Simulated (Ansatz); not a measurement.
## SnO (P4/nmm), random displacements

Level of theory: Ansatz, DFT PBEsol, scalar-relativistic, plane waves, PAW. The runs took a 420 eV cutoff, a Γ-centred 12×12×10 mesh and Gaussian smearing (0.15 eV). No spin polarisation. Energies are free energies at this smearing, counted from the undisturbed cell; pressure is positive in compression.

Zero of the scan (as given, not relaxed at this level):

```
CELL_PARAMETERS angstrom
3.80200 0.00000 0.00000
0.00000 3.80200 0.00000
0.00000 0.00000 4.83600
ATOMIC_POSITIONS crystal
Sn 0.00000 0.50000 0.23850
Sn 0.50000 0.00000 0.76150
O 0.00000 0.00000 0.00000
O 0.50000 0.50000 0.00000
```

The atoms are displaced (Å, in the unstrained cell):

```
atom ux uy uz
 Sn1   0.030  -0.020  -0.073
 Sn2  -0.023  -0.004   0.010
  O3   0.019   0.015   0.039
  O4  -0.026   0.009   0.023
```

Strain (Voigt, engineering shear): (-0.0119, -0.0111, -0.0037, -0.0215, -0.0153, 0.0047).

Question: What are the energy change, the stress and the forces?

Answer: ΔE = 36.3 meV/atom; stress (xx, yy, zz, yz, xz, xy; compression positive) (6.14, 6.97, 5.42, 1.89, -0.58, -0.37) GPa.
```csv
atom,Fx (eV/Å),Fy,Fz
Sn1,-0.25,0.47,1.84
Sn2,0.08,-0.12,-0.79
O3,-0.24,-0.41,-0.59
O4,0.41,0.06,-0.46
```

Cost: 1 run of about 1.5 core-minutes, on Intel Xeon Platinum 8488C (Sapphire Rapids) (shared hosts).